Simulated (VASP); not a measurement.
Wanted: the native input for a VASP 6.6.1 run.

| Item | Value |
| --- | --- |
| Task | single point |
| Functional | PBE |
| Potentials or basis | VASP PAW PBE potentials, release 64 (W_sv) |
| Cutoff | 250 eV |
| k mesh | 18 × 18 × 18 |
| Occupations | gaussian, width 0.1 eV |
| Spin | no spin polarisation |
| Further INCAR settings | ALGO = Normal; EDIFF = 1e-07; NBANDS = 13 |

The structure of W lies in POSCAR:

```
W                                       
1.0
   -1.6372996450      1.6372996450      1.6372996450
    1.6372996450     -1.6372996450      1.6372996450
    1.6372996450      1.6372996450     -1.6372996450
  W             
     1
Direct
     0.0000000000000000    0.0000000000000000    0.0000000000000000
```

The cell isn't the ideal one: a relaxed cell with its volume scaled by 1.09.

The input as run:

INCAR

```
PREC     = Accurate       # precision mode
ENCUT    = 250            # plane-wave cutoff, eV
EDIFF    = 1E-7           # SCF threshold, eV
ISMEAR   = 0              # smearing method
SIGMA    = 0.1            # smearing width, eV
LREAL    = F              # projectors in reciprocal space
LASPH    = T              # aspherical terms in the spheres
NELM     = 100            # most SCF steps
ALGO     = Normal         # electronic algorithm
ISIF     = 2              # what is computed and relaxed
LWAVE    = F              # write WAVECAR
LCHARG   = F              # write CHGCAR
GGA      = PE             # functional
NBANDS   = 13             # bands
```

KPOINTS

```
Automatic mesh
0
Gamma
  18 18 18
```

Potentials or basis: VASP PAW PBE potentials, release 64 (W_sv).

Run with:

```bash
$ cat potpaw_PBE.64/W_sv/POTCAR > POTCAR
$ mpirun -np 1 vasp_std > vasp.out
```

Results of the run:

```json
{
 "Band gap on the k mesh": "none (metal or under the smearing width)"
}
```

Wall time 9.9 s on 1 thread of Intel(R) Xeon(R) Platinum 8259CL CPU @ 2.50GHz (Skylake/Cascade Lake), on a shared host, peak memory 0.12 GiB.
